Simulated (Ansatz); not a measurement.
Runs of Ansatz 0.2.0 on C. Symmetry: P6_3/mmc, No. 194, hexagonal system. Conventional cell: a = 2.522 Å, b = 2.522 Å, c = 8.237 Å, α = 90.00°, β = 90.00°, γ = 120.00°. Around C (site symmetry 3m) lie 4 C at 1.54 Å. C (site symmetry 3m) has 4 C at 1.54 Å as nearest neighbours. This is a hexagonal form of diamond, not graphite.

| task | level | cell | points for each segment of the path | gap on the mesh (eV) | pressure (GPa) | relaxed volume (Å³/atom) |
| --- | --- | --- | --- | --- | --- | --- |
| relaxation of cell and atoms | PBEsol | relaxed | - | (a) | 0.0 | 5.62 |
| relaxation of cell and atoms | revPBE+D3(BJ) | relaxed | - | 4.57 | 0.0 | 5.62 |
| band structure | RPBE | as given | 10 | 4.42 | (b) | - |
| relaxation of cell and atoms | RPBE+D4 | relaxed | - | 4.58 | 0.0 | 5.60 |

Alike in all rows: potentials or basis Ansatz PAW; no spin polarisation; k mesh 12 × 12 × 4; cutoff (eV) 420; smearing fermi-dirac 0.05 eV.

Problem. Fill in the values left out.

Solution. (a) 4.44; (b) 8.4.

Caveats: the PAW data sets come from PBE, with cores solved anew for the run's functional, which leaves a small shift of forces and pressure; the plane-wave basis is chosen anew once the cell has moved, so the energies of steps on either side of that aren't comparable (some runs).

A k mesh can miss the band edges.

Runs at the PBE level aren't shown here.
